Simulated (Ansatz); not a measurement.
# SiO2, space group I-42d: an equation of state with a fit

Computed with the Ansatz DFT code, driven from Python.

Interactive session:
```pycon
>>> import ansatz as az
>>> import numpy as np
>>> FUNCTIONAL = "pbesol"
>>> ECUT = 420
>>> SMEARING = "fixed"
>>> KGRID = (6, 6, 6)
>>> vectors0 = np.array([
...     [-2.37405, 2.37405, 3.744],
...     [2.37405, -2.37405, 3.744],
...     [2.37405, 2.37405, -3.744],
... ])
>>> sites = [
...     ("Si", [0.0, 0.0, 0.0]),
...     ("Si", [0.75, 0.25, 0.5]),
...     ("O", [0.99838, 0.625, 0.87338]),
...     ("O", [0.375, 0.24838, 0.37338]),
...     ("O", [0.75162, 0.125, 0.12662]),
...     ("O", [0.875, 0.00162, 0.62662]),
... ]
>>> def crystal_on(cell):
...     crystal = az.Crystal(lattice=az.Lattice.of(cell))
...     for symbol, position in sites:
...         crystal = crystal.atom(symbol, position)
...     return crystal
...
>>> volumes, energies, pressures = [], [], []
>>> for scale in np.linspace(0.9, 1.1, 9):
...     cell = vectors0 * scale ** (1 / 3)
...     base = (
...         crystal_on(cell).calculation()
...         .functional(FUNCTIONAL)
...         .basis(ECUT)
...         .occupations(SMEARING)
...         .kpoints(*KGRID)
...         .stress()
...     )
...     data = base.run().report
...     volumes.append(abs(np.linalg.det(cell)) / len(sites))
...     energies.append(data["free_energy_ev"] / len(sites))
...     pressures.append(np.trace(data["stress_gpa"]) / 3)
...     print(f"V = {volumes[-1]:8.4f} A^3/atom  F = {energies[-1]:.5f} eV/atom  P = {pressures[-1]:8.3f} GPa")
...
V =  12.6610 A^3/atom  F = -582.10089 eV/atom  P =   23.276 GPa
V =  13.0127 A^3/atom  F = -582.14454 eV/atom  P =   16.628 GPa
V =  13.3644 A^3/atom  F = -582.17449 eV/atom  P =   10.776 GPa
V =  13.7160 A^3/atom  F = -582.19234 eV/atom  P =    5.621 GPa
V =  14.0677 A^3/atom  F = -582.19962 eV/atom  P =    1.080 GPa
V =  14.4194 A^3/atom  F = -582.19750 eV/atom  P =   -2.920 GPa
V =  14.7711 A^3/atom  F = -582.18719 eV/atom  P =   -6.443 GPa
V =  15.1228 A^3/atom  F = -582.16955 eV/atom  P =   -9.545 GPa
V =  15.4745 A^3/atom  F = -582.14551 eV/atom  P =  -12.272 GPa
>>> x = np.array(volumes) ** (-2 / 3)
>>> poly = np.polynomial.Polynomial.fit(x, energies, 3).convert()
>>> roots = poly.deriv().roots()
>>> x0 = min((r.real for r in roots if abs(r.imag) < 1e-9 and poly.deriv(2)(r.real) > 0), key=lambda r: abs(r - x.mean()))
>>> v0 = x0 ** -1.5
>>> b0 = 4 / 9 * poly.deriv(2)(x0) * v0 ** (-7 / 3) * 160.21766
>>> b1 = 4 + 2 / 3 * x0 * poly.deriv(3)(x0) / poly.deriv(2)(x0)
>>> print(f"V0 = {v0:.4f} A^3/atom, B0 = {b0:.1f} GPa, dB/dP = {b1:.2f}")
V0 = 14.1590 A^3/atom, B0 = 165.8 GPa, dB/dP = 4.07
```

A third-order Birch-Murnaghan fit through the 9 points has its minimum at 14.16 Å³ an atom, 0.6 % above the typed cell, with a bulk modulus of 166 GPa and dB/dP = 4.1. From that minimum the energy rises by 99.0 meV an atom on the compressed side and 54.4 meV on the expanded side.

Caveats:
- Total energies depend on the potentials; only differences at equal settings carry meaning.
- Shape and fractional positions are held along the curve, so the bulk modulus is an upper value where they are free to relax.
- Pressure is positive in compression.
- The structure is a deposited one; some such entries were measured under pressure or heat, so a shift against it needn't be the functional's error alone.
- Hardware and time: 71 s on 1 thread of Arm Neoverse N1, on a shared host, peak memory 0.41 GiB.
